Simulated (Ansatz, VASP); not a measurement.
AlN: VASP beside Ansatz

INCAR

```
SYSTEM = AlN
PREC = Accurate ; ENCUT = 520
EDIFF = 1E-7 ; ISMEAR = 0
SIGMA = 0.01 ; LREAL = .FALSE.
LASPH = .TRUE. ; NELM = 80
ALGO = Normal ; ISIF = 2
LWAVE = .FALSE. ; LCHARG = .FALSE.
GGA = PE ; NBANDS = 11
```

File KPOINTS:

```
regular mesh
0
G
  8 8 8
  0 0 0
```

The input POSCAR:

```
AlN
1.0
    0.0000000000      2.1566441425      2.1566441425
    2.1566441425      0.0000000000      2.1566441425
    2.1566441425      2.1566441425      0.0000000000
Al N
1 1
Direct
    0.0000000000      0.0000000000      0.0000000000
    0.7500000000      0.7500000000      0.7500000000
```

Input for Ansatz:

```yaml
crystal:
  lattice:
    - [0.0, 2.1566441425, 2.1566441425]
    - [2.1566441425, 0.0, 2.1566441425]
    - [2.1566441425, 2.1566441425, 0.0]
  atoms:
    - { symbol: Al, position: [0.0, 0.0, 0.0] }
    - { symbol: "N", position: [0.75, 0.75, 0.75] }
kpoints:
  mp_grid: { grid: [8, 8, 8] }
hamiltonian:
  xc: pbe
scf:
  occupations: { method: fixed }
  n_extra_bands: 4
output:
  forces: true
  stress: true
  eigenvalues: true
```

Alike in both runs: task single point; functional PBE; k mesh 8 × 8 × 8; no spin polarisation.

|  | VASP | Ansatz |
| --- | --- | --- |
| version | VASP 6.6.1 | Ansatz 0.2.0 |
| potentials or method | VASP PAW PBE potentials, release 64 (Al, N) | plane waves, PAW |
| plane-wave cutoff (eV) | 520 | 420 |
| occupations | gaussian, width 0.01 eV | fixed |
| valence electrons in the cell | 8 | 8 |

VASP gave:

* gap on the k mesh at the Fermi level (eV): 3.34
* pressure (GPa): 13.2

Task: What did Ansatz give for the same quantities?

Result: gap on the k mesh at the Fermi level (eV): 3.34; pressure (GPa): 13.5.

A k mesh can miss the band edges. Expect the measured gap to be larger: semilocal functionals such as PBE lack the derivative discontinuity.
